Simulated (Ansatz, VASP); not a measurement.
Sb in VASP and in Ansatz

```
Sb
1.0
     0.00000    2.35021    2.35021
     2.35021    0.00000    2.35021
     2.35021    2.35021    0.00000
Sb
1
Cartesian
  0.0000 0.0000 0.0000
```

Change from the starting cell: volume scaled by 1.06, PAW files.

Alike in both runs: task electric field gradients; functional PBEsol; k mesh 12 × 12 × 12; occupations fermi-dirac, width 0.05 eV; no spin polarisation.

|  | VASP | Ansatz |
| --- | --- | --- |
| version | VASP 6.6.1 | Ansatz 0.2.0 |
| potentials or method | VASP PAW PBE potentials, release 64 (Sb) | PAW with Ansatz's default frozen-core files, scalar-relativistic |
| plane-wave cutoff (eV) | 520 | 420 |
| valence electrons in the cell | 5 | 15 |

|  | VASP | Ansatz | Ansatz less VASP |
| --- | --- | --- | --- |
| pressure (GPa) | 0.7 | 0.8 | +0.02 |
| Vzz of the field gradient on the site that differs most (V/Å²) | 0.0 | 0.0 | 0.00 |

The two sets of potentials don't hold the same shells in valence. Ansatz warned: «gradients_without_spin_orbit».

Caveats: the PAW data sets were made with another functional, which shifts forces and pressure a little (VASP). Spin-orbit coupling is left out, which matters for the levels of Sb.
